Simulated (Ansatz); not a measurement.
The cell is COD entry 9014756, as deposited and not checked against the literature; nothing was relaxed. The listed cell was then made from it by scaling, straining or moving an atom.

BaTiO$_{3}$: DFT, PBE, all-electron PAW with datasets made for the crystal, scalar-relativistic (Ansatz 0.2.0). What sets it apart from a plain run of this crystal: volume scaled by 1.06.

Command: `ansatz run input.yaml --threads 2 --pin off --max-ram 6144MiB --backend cpu --events-out ev --progress --plain --runs-dir out` The run took 60 s on 2 threads of Arm Neoverse V1 (shared host), peak memory 1.7 GiB.

```yaml
crystal:
  lattice:
    - [2.8831267109, 1.6645739827, 2.3631888664]
    - [-2.8831267109, 1.6645739827, 2.3631888664]
    - [0.0, -3.3291479653, 2.3631888664]
  atoms:
    - { symbol: Ba, position: [0.0, 0.0, 0.0] }
    - { symbol: Ti, position: [0.514, 0.514, 0.514] }
    - { symbol: O, position: [0.4916, 0.4916, 0.9815] }
    - { symbol: O, position: [0.4916, 0.9815, 0.4916] }
    - { symbol: O, position: [0.9815, 0.4916, 0.4916] }
kpoints:
  mp_grid: { grid: [9, 9, 9] }
scf:
  occupations: { method: fermi_dirac, width: 0.05 }
hamiltonian:
  xc: pbe
  pseudopotentials: { kind: all_electron, datasets: crystal }
output:
  forces: true
  stress: true
  eigenvalues: true
  efg: { contact_densities: true }
```

Output (standing set-up lines are left out):

```
hamiltonian.pseudopotentials.datasets: crystal makes datasets for this crystal and solves the spheres of its atoms anew in each pass: cutoff 560.0 eV, the density's 2240.0 eV; for an error of 0.50 meV an atom under PBE, 2.5 meV for the cell; an energy difference from a run of another recipe may be off by several times the error for the cell, under r2SCAN by more, where some 0.1 meV an atom stays at smaller errors; O in spheres of 0.889 Å, 6 of its electrons in bands; Ti in spheres of 1.016 Å, 12 of its electrons in bands; Ba in spheres of 1.376 Å, 10 of its electrons in bands
Pseudopotential: Ba, paw, valence charge 10, recommended cutoff 560 eV (normal), Koelling and Harmon's equation, gaussian nucleus
Pseudopotential: Ti, paw, valence charge 12, recommended cutoff 560 eV (normal), Koelling and Harmon's equation, gaussian nucleus
Pseudopotential: O, paw, valence charge 6, recommended cutoff 560 eV (normal), Koelling and Harmon's equation, gaussian nucleus
Crystal: 5 atoms, lattice volume = 68.048 Å³
Basis set: ecut = 560 eV, 2055 PW (Γ), exchange–correlation on 64×64×64 points (8 copies of the dense FFT grid, shifted against one another)
Space group: R3m (ITA 160), of the structure as read, at distance tolerance 4.1e-5 Å
PAW one-centre angular grid: Ti, 590 points (default); XC on its mesh's 1851 points in the sphere
PAW one-centre angular grid: O, 110 points (default); XC on its mesh's 1905 points in the sphere
iter 1 solved again at ethr=6.92e-2 eV; its pass at ethr=1.00e-1 eV (dr2=2.77e1 eV) is discarded
SCF iter   1: F=—  HF=-250765.051093 eV  |F-HF|=—  |Δ(HF+E_count)|=         —  Δρ=1.97e-1  dr2=2.77e1  ethr=6.92e-2  ⟨swp⟩=2.1  Hψ=10508  notcnv=0
preconditioner: auto → Resta (q_TF=auto, 2.497 Å⁻¹)  ε∞=3.4  [insulator: Δε(μ)=6.321 eV  Ē_g=17.872 eV  σ=0.050 eV  W_gap=1.00  n_scr=18 (ndim 8)  ℏωp=27.7 eV  f_vac=0.000  D(μ)=0.00/eV (n_scr^D=0)  ε∞_Penn≈3.4]
SCF iter   2: F=—  HF=-250759.755737 eV  |F-HF|=—  |Δ(HF+E_count)|=    5.30e0  Δρ=1.17e-1  dr2=6.97e0  ethr=6.92e-2  ⟨swp⟩=4.2  Hψ=5784  notcnv=0  defer=4
SCF iter   3: F=—  HF=-250758.963185 eV  |F-HF|=—  |Δ(HF+E_count)|=   7.93e-1  Δρ=3.35e-2  dr2=8.84e-1  ethr=1.74e-2  ⟨swp⟩=3.2  Hψ=4897  notcnv=0  defer=10
SCF iter   4: F=—  HF=-250758.900507 eV  |F-HF|=—  |Δ(HF+E_count)|=   6.27e-2  Δρ=2.69e-2  dr2=5.19e-1  ethr=2.21e-3  ⟨swp⟩=4.0  Hψ=5062  notcnv=0  defer=12
SCF iter   5: F=—  HF=-250758.868844 eV  |F-HF|=—  |Δ(HF+E_count)|=   3.17e-2  Δρ=1.73e-2  dr2=2.41e-1  ethr=1.30e-3  ⟨swp⟩=2.0  Hψ=5031  notcnv=0  defer=4
iter 6 solved again at ethr=2.54e-6 eV; its pass at ethr=6.03e-4 eV (dr2=1.02e-3 eV) is discarded
SCF iter   6: F=—  HF=-250758.837026 eV  |F-HF|=—  |Δ(HF+E_count)|=   3.18e-2  Δρ=1.64e-3  dr2=1.10e-3  ethr=2.54e-6  ⟨swp⟩=4.8  Hψ=12421  notcnv=0  defer=1
SCF iter   7: F=—  HF=-250758.837106 eV  |F-HF|=—  |Δ(HF+E_count)|=   7.94e-5  Δρ=6.47e-4  dr2=2.43e-4  ethr=2.54e-6  ⟨swp⟩=2.0  Hψ=3838  notcnv=0
SCF iter   8: F=—  HF=-250758.837134 eV  |F-HF|=—  |Δ(HF+E_count)|=   2.78e-5  Δρ=1.95e-4  dr2=2.89e-5  ethr=6.08e-7  ⟨swp⟩=2.7  Hψ=3940  notcnv=0
SCF iter   9: F=—  HF=-250758.837099 eV  |F-HF|=—  |Δ(HF+E_count)|=   3.44e-5  Δρ=3.97e-5  dr2=1.33e-6  ethr=7.23e-8  ⟨swp⟩=4.0  Hψ=5133  notcnv=0
SCF iter  10: F=—  HF=-250758.837099 eV  |F-HF|=—  |Δ(HF+E_count)|=   8.03e-8  Δρ=4.17e-5  dr2=1.73e-6  ethr=3.34e-9  ⟨swp⟩=3.0  Hψ=4583  notcnv=0
SCF iter  11: F=-250758.837099 eV  HF=-250758.837099 eV  |F-HF|=3.46e-9  |Δ(HF+E_count)|=   3.00e-7  Δρ=3.30e-6  dr2=5.17e-9  ethr=3.34e-9  ⟨swp⟩=2.1  Hψ=3841  notcnv=0
SCF 1 converged in 11 iterations: F = -250758.837100 eV  dr2 = 5.17e-9
  Residual-converged pass: ⟨swp⟩=5.0  Hψ=7896  notcnv=0  max |occ|·‖R‖ = 6.3e-6 eV (tolerance 6.7e-6 eV)  dr2=9.67e-9  dr2_onsite=8.34e-9  max |Δocc| = 2.6e-14
  greatest PAW one-centre occupation: 0.982 electrons in one spin orbital (limit 2), on the Ti atom at site 1 (counted from 0), in its partial waves of l = 0
SCF converged after 11 iterations
Free energy (F): -250758.837100 eV
Harris-Foulkes:  -250758.837100 eV  (|F-HF|=3.46e-9)
Internal energy: -250758.837100 eV  (E = F + TS)
E sigma→0 (E₀):  -250758.837100 eV
Past the cutoff: the bands carry plane waves up to 1.75 times it, of which those up to 1.5 times it add -0.000095 eV an atom, each by itself; the spheres take 0.000099 eV an atom off the energy for waves past 1.75 times it
By the cutoff:   a pressure is off by up to 0.005 GPa (1.2 times the spheres' own share and the shells' term, over an atom's volume, and 0.004 GPa: a bound that held against runs at twice the plane waves)
Past the cutoffs: a stress includes 0.0009 GPa for waves and charges beyond them, in addition to the slope of what the spheres take
In the spheres:  the bands' charges fall short by 2.4e-6 e at most (sound up to 1e-3)
Fermi energy:    12.425009 eV
--- Per-component energies (eV) ---
  The terms above E_closure are by the made datasets' own strengths, without shells solved beside the bands.
--- Forces (eV/Å), atoms counted from 1 ---
  atom   1  Ba     0.00000000     0.00000000     0.10799164
  atom   2  Ti     0.00000000     0.00000000     0.50479340
  atom   3  O      0.00000000     0.17736576    -0.20425469
  atom   4  O      0.15360325    -0.08868288    -0.20425469
  atom   5  O     -0.15360325    -0.08868288    -0.20425469
  max |Σ_I F_I| component: 2.10e-5 eV/Å
--- Stress (GPa, compression-positive) ---
       -4.292819      -0.000000       0.000000
       -0.000000      -4.292819       0.000000
        0.000000       0.000000      -4.005300
  P = ⅓ Tr σ = -4.1970 GPa (-41.970 kbar)
--- PAW observables at the nuclei: V_zz in 10²¹ V/m², potentials from the cell's mean, atoms counted from 1 ---
  atom   1  Ba V_zz =    +0.331771   η = 0.0000   by run symmetry: allowed
            electrostatic potential = -9626.561308 V   contact ρ = 2065096.219208 e/Å³
  atom   2  Ti V_zz =    +1.036230   η = 0.0000   by run symmetry: allowed
            electrostatic potential = -2528.896529 V   contact ρ = 56838.140653 e/Å³
  atom   3  O  V_zz =    +2.495256   η = 0.0425   by run symmetry: allowed
            electrostatic potential = -627.110375 V   contact ρ = 2158.190580 e/Å³
  atom   4  O  V_zz =    +2.495256   η = 0.0425   by run symmetry: allowed
            electrostatic potential = -627.110375 V   contact ρ = 2158.190579 e/Å³
  atom   5  O  V_zz =    +2.495256   η = 0.0425   by run symmetry: allowed
            electrostatic potential = -627.110375 V   contact ρ = 2158.190579 e/Å³
--- Band table (eV; the first three rows and the last of 85) ---
  k-point 0: bands = ["-45.1857", "-21.4219", "-21.4153", "-21.4153", "-13.5208", "-5.3741", "-4.7118", "-4.7118", "1.3106", "1.3109", "1.3109", "9.0758", "9.0758", "9.0802", "10.0740", "10.0740", "10.2878", "10.7849", "10.8917", "10.8917", "13.5312", "13.5312"]
  k-point 1: bands = ["-45.1856", "-21.4242", "-21.4175", "-21.4151", "-13.5108", "-5.3735", "-4.7087", "-4.7086", "1.3255", "1.3259", "1.3480", "8.8855", "9.0516", "9.0602", "9.9411", "9.9547", "10.2224", "10.5653", "10.8393", "10.8809", "13.5486", "13.7059"]
  k-point 2: bands = ["-45.1854", "-21.4345", "-21.4185", "-21.4147", "-13.4854", "-5.3959", "-4.7005", "-4.6727", "1.3645", "1.3652", "1.4397", "8.4244", "8.9731", "8.9845", "9.6851", "9.7034", "10.0439", "10.2100", "10.7003", "10.7138", "13.5905", "14.0512"]
  k-point 84: bands = ["-45.1836", "-21.4560", "-21.4497", "-21.4497", "-13.3292", "-4.6046", "-4.5669", "-4.5606", "0.7578", "0.7596", "0.8168", "7.1589", "7.8480", "7.8547", "8.8366", "8.9342", "8.9703", "11.1962", "11.1979", "11.2436", "15.2618", "15.3892"]
```
